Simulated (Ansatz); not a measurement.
## ZrSe2: vibrational free energy, entropy and heat capacity

Level of theory: Ansatz 0.2.0, DFT PBE, scalar-relativistic, plane waves, PAW. Plane waves to 420 eV; Γ-centred k mesh 12×12×6; fixed occupations. No spin polarisation. Phonons by linear response, acoustic sum rule imposed.

Relaxed structure:
```
CELL_PARAMETERS angstrom
3.79840 0.00000 0.00000
-1.89920 3.28951 0.00000
0.00000 0.00000 6.89285
ATOMIC_POSITIONS crystal
Zr 0.00000 0.00000 0.00000
Se 0.33333 0.66667 0.22969
Se 0.66667 0.33333 0.77031
```

It was relaxed at this level from a cell as deposited in COD. The q mesh is coarse, so values between its points are rough. The run warned that its linear response isn't converged on this k mesh, so dielectric tensors, Born charges and infrared intensities are rough, and the frequencies may be too. No dispersion correction is applied, so modes and constants that involve weak contacts between layers, chains or molecules come out too soft.

Force constants from linear response on a 2×2×1 q mesh, interpolated to a fine mesh.

Phonon density of states, in bins of 5 cm⁻¹:
bin centre (cm⁻¹), share of modes (%) and a bar:
```
     -2.5        0.0
      2.5        0.0
      7.5        0.1
     12.5        0.1 #
     17.5        0.2 #
     22.5        0.2 #
     27.5        0.3 ##
     32.5        0.4 ##
     37.5        0.5 ##
     42.5        0.6 ###
     47.5        0.9 ####
     52.5        4.5 ######################
     57.5        5.0 #########################
     62.5        0.5 ###
     67.5        0.6 ###
     72.5        0.9 #####
     77.5        2.7 #############
     82.5        1.9 ##########
     87.5        1.5 #######
     92.5        1.3 ######
     97.5        2.7 #############
    102.5        2.8 ##############
    107.5        3.2 ################
    112.5        3.5 #################
    117.5        3.4 #################
    122.5        5.7 ############################
    127.5        4.2 #####################
    132.5        3.0 ###############
    137.5        2.9 ##############
    142.5        1.8 #########
    147.5        0.6 ###
    152.5        0.7 ###
    157.5        5.1 #########################
    162.5        6.1 ##############################
    167.5        3.2 ################
    172.5        5.3 ##########################
    177.5        3.2 ################
    182.5        3.0 ###############
    187.5        1.7 ########
    192.5        1.0 #####
    197.5        0.7 ####
    202.5        0.7 ####
    207.5        0.9 ####
    212.5        1.0 #####
    217.5        1.0 #####
    222.5        0.9 ####
    227.5        1.3 #######
    232.5        2.8 ##############
    237.5        2.5 ############
    242.5        2.6 #############
    247.5        0.3 ##
```

(1) Give the zero-point energy per atom.

(2) How large are the vibrational entropy and heat capacity at 300 K?

(3) Tabulate them against temperature.

Answers

(1) 25.6 meV.

(2) S = 4.60 k_B and C_V = 2.88 k_B per atom, 96 % of the Dulong–Petit value.

(3)
```csv
T (K),F_vib (meV/atom),S (k_B/atom),C_V (k_B/atom)
100,19.7,1.74,2.15
200,-3.2,3.46,2.74
300,-38.3,4.60,2.88
400,-81.7,5.44,2.93
500,-131.5,6.10,2.95
600,-186.5,6.64,2.97
700,-245.7,7.09,2.98
800,-308.6,7.49,2.98
900,-374.7,7.84,2.98
1000,-443.7,8.16,2.99
```
